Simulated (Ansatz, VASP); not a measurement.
**One calculation of KCl, two programs**

```xyz
2
Lattice="0.0000 3.5073 3.5073 3.5073 0.0000 3.5073 3.5073 3.5073 0.0000" Properties=species:S:1:pos:R:3 pbc="T T T"
K     0.0000    0.0000    0.0000
Cl    1.7536    1.7536    1.7536
```

The cell was built by a generator and needn't be a form met in nature.

Alike in both runs: task single point; functional HSE06; k mesh 4 × 4 × 4; no spin polarisation.

|  | VASP | Ansatz |
| --- | --- | --- |
| version | VASP 6.6.1 | Ansatz 0.2.0 |
| potentials or method | VASP PAW PBE potentials, release 64 (K_sv, Cl) | plane waves, PAW |
| plane-wave cutoff (eV) | 520 | 420 |
| occupations | gaussian, width 0.01 eV | fixed |
| valence electrons in the cell | 16 | 16 |

```csv
,VASP,Ansatz,Ansatz less VASP
gap on the k mesh at the Fermi level (eV),6.02,6.02,+0.001
pressure (GPa),0.2,0.1,-0.02
```

Ansatz warned: «stress_exchange_threshold_loose».

Caveats: the PAW data sets were made with another functional, which shifts forces and pressure a little (VASP). A k mesh can miss the band edges.
